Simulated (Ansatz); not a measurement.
Crystal: SnO2.

```
Sn O
1.0
     5.17526    0.00000    0.00000
     0.00000    5.17526    0.00000
     0.00000    0.00000    5.17526
Sn O
4 8
Cartesian
  0.0000 0.0000 0.0000
  2.5876 0.0000 2.5876
  2.5876 2.5876 0.0000
  0.0000 2.5876 2.5876
  3.4214 4.3415 0.8337
  4.3415 0.8337 3.4214
  0.8337 3.4214 4.3415
  1.7539 1.7539 1.7539
  3.4214 3.4214 3.4214
  4.3415 1.7539 0.8337
  0.8337 4.3415 1.7539
  1.7539 0.8337 4.3415
```

Measurements of this composition are mostly on another form, of space group No. 136.

| Property | Result |
| --- | --- |
| Program | Ansatz 0.2.0 |
| Task | relaxation of cell and atoms |
| Functional | PBEsol |
| Dispersion | D4 |
| Potentials or basis | Ansatz PAW |
| Cutoff | 420 eV (not typed: the program's choice for these potentials) |
| k mesh | 5 × 5 × 5 |
| Occupations | fermi-dirac, width 0.05 eV |
| Spin | no spin polarisation |

At the start: volume 11.55 Å³/atom.

Task: Where does the relaxation end?

Result: It ends after 7 steps and the volume is 11.02 Å³/atom (-4.6 %); space group Pa-3 (No. 205, to 0.05 Å).

The path:
| step | energy change (eV) | largest force (eV/Å) | volume (Å³) |
| --- | --- | --- | --- |
| 1 | 0.0000 | 0.0243 | 138.61 |
| 2 | -0.2257 | 0.0068 | 132.03 |
| 3 | -0.2240 | 0.0006 | 132.44 |
| 4 | -0.2242 | 0.0002 | 132.41 |
| 5 | -0.1937 | 0.0004 | 132.41 |
| 6 | -0.1951 | 0.0001 | 132.21 |
| 7 | -0.1942 | 0.0001 | 132.21 |

Final structure:
```
Sn O
1.0
     5.09430    0.00000    0.00000
     0.00000    5.09430    0.00000
     0.00000    0.00000    5.09430
Sn O
4 8
Direct
  0.00000 0.00000 0.00000
  0.50000 0.00000 0.50000
  0.50000 0.50000 0.00000
  0.00000 0.50000 0.50000
  0.66031 0.83969 0.16031
  0.83969 0.16031 0.66031
  0.16031 0.66031 0.83969
  0.33969 0.33969 0.33969
  0.66031 0.66031 0.66031
  0.83969 0.33969 0.16031
  0.16031 0.83969 0.33969
  0.33969 0.16031 0.83969
```

Caveat: the plane-wave basis is chosen anew once the cell has moved, so the energies of steps on either side of that aren't comparable; the pressure holds a Pulay correction of +1.0 GPa for the finite cutoff; the PAW data sets come from PBE, with cores solved anew for the run's functional, which leaves a small shift of forces and pressure.
